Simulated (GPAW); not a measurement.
The system is La2O3.

```
La O
1.0
     3.93078    0.00000    0.00000
    -1.96539    3.40415    0.00000
     0.00000    0.00000    6.11195
La O
2 3
Direct
  0.33333 0.66667 0.24624
  0.66667 0.33333 0.75376
  0.00000 0.00000 0.00000
  0.33333 0.66667 0.64589
  0.66667 0.33333 0.35411
```

The cell is a database's computed one.

Base run:

- Program: GPAW 26.7.0
- Functional: PBE
- Potentials or basis: GPAW PAW data sets (gpaw-data 1.2.1)
- Cutoff: 800 eV
- Basis: pw
- k mesh: 5 × 5 × 3
- Occupations: fermi-dirac, width 0.05 eV
- Spin: no spin polarisation

Its results: band gap on the k mesh 4.03 eV, indirect (least direct gap 4.18 eV); pressure 2.2 GPa; largest force 0.041 eV/Å.

Q: The run is repeated on the same cell with these changes: cutoff from 800 eV to 680 eV; occupations from fermi-dirac, width 0.05 eV to fermi-dirac, width 0.2 eV. What comes out?

A: Band gap on the k mesh 4.04 eV, indirect (least direct gap 4.18 eV); pressure 1.3 GPa; largest force 0.043 eV/Å.

Caveats: one-centre terms of the f shell are cut off; spin-orbit coupling is left out, which moves the levels of the heavy elements; the mesh misses the band edges, which the band path finds closer together (some runs); the cutoff is short for stress and forces, so pressures can be off by a GPa or more (some runs); an odd mesh through Γ misses points on the zone boundary, where band edges often lie (some runs).

Not every run made on this cell is shown here.
